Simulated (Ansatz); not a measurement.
Runs of Ansatz 0.2.0 on Cu3Au (Auricupride). It takes space group Pm-3m (No. 221, cubic). The conventional cell has a = 3.740 Å, b = 3.740 Å, c = 3.740 Å, α = 90.00°, β = 90.00°, γ = 90.00°. Around Au (site symmetry m-3m) lie 12 Cu at 2.64 Å. Cu (site symmetry 4/mmm) has 4 Au at 2.64 Å and 8 Cu at 2.64 Å as nearest neighbours. 

```tsv
task	level	spin	cell	k mesh	points for each segment of the path	gap on the mesh (eV)	pressure (GPa)	relaxed volume (Å³/atom)
band structure	PBE	SOC, no magnetisation	as given	5 × 5 × 5	14	none	4.5	-
band structure	LDA	off	as given	7 × 7 × 7	14	none	-9.2	-
relaxation of cell and atoms	PBEsol	off	relaxed	7 × 7 × 7	-	none	0.0	12.78
band structure	LDA	SOC, no magnetisation	as given	5 × 5 × 5	14	none	-9.5	-
relaxation of cell and atoms	LDA	off	relaxed	7 × 7 × 7	-	none	0.0	(a)
band structure	PBEsol	off	as given	7 × 7 × 7	14	none	(b)	-
```

Alike in all rows: potentials or basis Ansatz PAW soft_1; cutoff (eV) 420; smearing fermi-dirac 0.05 eV.

Problem. Estimate the missing entries.

Solution. (a) 12.36; (b) -3.6.

Caveats: the PAW data sets come from PBE, with cores solved anew for the run's functional, which leaves a small shift of forces and pressure (some runs); spin-orbit coupling is left out, which moves the levels of the heavy elements (some runs); the plane-wave basis is chosen anew once the cell has moved, so the energies of steps on either side of that aren't comparable (some runs).

A k mesh can miss the band edges, and rows without SOC leave out spin-orbit coupling on Au.

A gap of «none» marks a metal or a gap under the smearing width.
